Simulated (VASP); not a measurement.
The system is Co.

```
Co
1.0
    -1.40232    1.40232    1.40232
     1.40232   -1.40232    1.40232
     1.40232    1.40232   -1.40232
Co
1
Direct
  0.00000 0.00000 0.00000
```

This isn't the form of Co at room conditions, which is hcp.

```yaml
Program: VASP 6.6.1
Task: single point
Functional: PBE
Potentials_or_basis: VASP PAW PBE potentials, release 64 (Co)
Cutoff: 520 eV
k_mesh: 13 × 13 × 13
Occupations: fermi-dirac, width 0.05 eV
Spin: collinear spin, ferromagnetic start
Starting_moments: "[2.0] μB"
```

On this cell: pressure -0.3 GPa; net moment 1.69 μB per cell; site moments Co +1.71 μB; band gap on the k mesh none (metal or under the smearing width).

The same run follows on a disturbed copy (cell strained at random at fixed volume):

```xyz
1
Lattice="-1.4163 1.3836 1.4262 1.4125 -1.3717 1.4106 1.4131 1.3686 -1.4144" Properties=species:S:1:pos:R:3 pbc="T T T"
Co    0.0017   -0.0097   -0.0103
```

**Question.** What does the disturbed cell give?

**Answer.** The energy (extrapolated to zero smearing) moves by -0.6 meV/atom; pressure -0.3 GPa; net moment 1.69 μB per cell; site moments Co +1.71 μB; band gap on the k mesh none (metal or under the smearing width).

Stress tensor (GPa, compression positive):
```
 0.12  0.31  0.35
 0.31 -1.23 -1.17
 0.35 -1.17  0.32
```
